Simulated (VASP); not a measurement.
Write the native input for VASP 6.6.1 that does the following.

- Task: Born charges and dielectric tensor
- Functional: LDA
- Potentials or basis: VASP PAW LDA potentials, release 64 (Al, N)
- Cutoff: 600 eV
- k mesh: 10 × 10 × 10
- Occupations: gaussian, width 0.02 eV
- Spin: no spin polarisation
- Further INCAR settings: ALGO = Normal; EDIFF = 1e-08; IBRION = 8; NSW = 1

The structure of AlN lies in POSCAR:

```
AlN
1.0
    0.0000000000      2.0345180000      2.0345180000
    2.0345180000      0.0000000000      2.0345180000
    2.0345180000      2.0345180000      0.0000000000
Al N
1 1
Direct
    0.5000000000      0.5000000000      0.5000000000
    0.0000000000      0.0000000000      0.0000000000
```

Measurements of this composition are mostly on another form, of space group No. 186.

The input as run:

INCAR

```
PREC = Accurate
ENCUT = 600
EDIFF = 1E-8
ISMEAR = 0
SIGMA = 0.02
LREAL = False
LASPH = True
NELM = 80
ALGO = Normal
ISIF = 2
LWAVE = False
LCHARG = False
GGA = CA
LEPSILON = True
IBRION = 8
NSW = 1
```

KPOINTS

```
Automatic mesh
0
Gamma
  10 10 10
```

Potentials or basis: VASP PAW LDA potentials, release 64 (Al, N).

Launch:

```console
$ cat potpaw_LDA.64/Al/POTCAR potpaw_LDA.64/N/POTCAR > POTCAR
$ mpirun -np 1 vasp_std > vasp.out
```

Results of the run:

```
Band gap on the k mesh                                  : 4.28 eV, indirect (least direct gap 5.50 eV)
Electronic dielectric tensor (diagonal)                 : 5.17
Born charges (mean of the diagonal)                     : Al +2.97; N -2.97 e
Highest phonon frequency at Γ, LO-TO splitting left out : 431 cm⁻¹
```

Wall time 2.9 min on 1 thread of Intel(R) Xeon(R) Platinum 8259CL CPU @ 2.50GHz (Skylake/Cascade Lake), on a shared host, peak memory 0.17 GiB.
